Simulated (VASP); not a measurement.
Wanted: the native input for a VASP 6.6.1 run.

```yaml
Task: relaxation of cell and atoms
Functional: PBE
Dispersion: D3(BJ)
Potentials_or_basis: VASP PAW PBE potentials, release 64 (Ti_sv, C)
Cutoff: 520 eV
k_mesh: 16 × 16 × 16
Occupations: gaussian, width 0.1 eV
Spin: no spin polarisation
Further_INCAR_settings: ALGO = Normal; EDIFF = 1e-07; IBRION = 2; EDIFFG = -0.002; NSW = 80; ISIF = 3
```

The structure of TiC lies in POSCAR:

```
TiC
1.0
    0.0000000000      2.1593000000      2.1593000000
    2.1593000000      0.0000000000      2.1593000000
    2.1593000000      2.1593000000      0.0000000000
Ti C
1 1
Direct
    0.0000000000      0.0000000000      0.0000000000
    0.5000000000      0.5000000000      0.5000000000
```

The input as run:

INCAR

```
SYSTEM = TiC
  PREC = Accurate
  ENCUT = 520
  EDIFF = 1E-7
  ISMEAR = 0
  SIGMA = 0.1
  LREAL = .FALSE.
  LASPH = .TRUE.
  NELM = 80
  ALGO = Normal
  ISIF = 3
  LWAVE = .FALSE.
  LCHARG = .FALSE.
  GGA = PE
  IVDW = 12
  IBRION = 2
  NSW = 80
  EDIFFG = -0.002
```

KPOINTS

```
Automatic mesh
0
G
  16 16 16
  0 0 0
```

Potentials or basis: VASP PAW PBE potentials, release 64 (Ti_sv, C).

The run is started by

```console
$ cat potpaw_PBE.64/Ti_sv/POTCAR potpaw_PBE.64/C/POTCAR > POTCAR
$ mpirun -np 1 vasp_std > vasp.out
```

Results of the run:

The relaxed volume is 9.89 Å³/atom, the relaxed cell is a = 3.035 Å, b = 3.035 Å, c = 3.035 Å, α = 60.00°, β = 60.00°, γ = 60.00° and the space group after relaxing (to 0.05 Å) is Fm-3m (No. 225). The energy gained by relaxing is 2.7 meV/atom and the ionic steps are 3. The pressure after relaxing is 0.0 GPa. The band gap on the k mesh is none (metal or under the smearing width). The dispersion energy per atom is -0.458 eV.

Caveat: pairwise dispersion overbinds metals, which lowers pressure and volume.

Run time: 52 s on 1 thread of Intel(R) Xeon(R) Platinum 8488C (Sapphire Rapids), with other jobs on the host, peak memory 0.18 GiB.
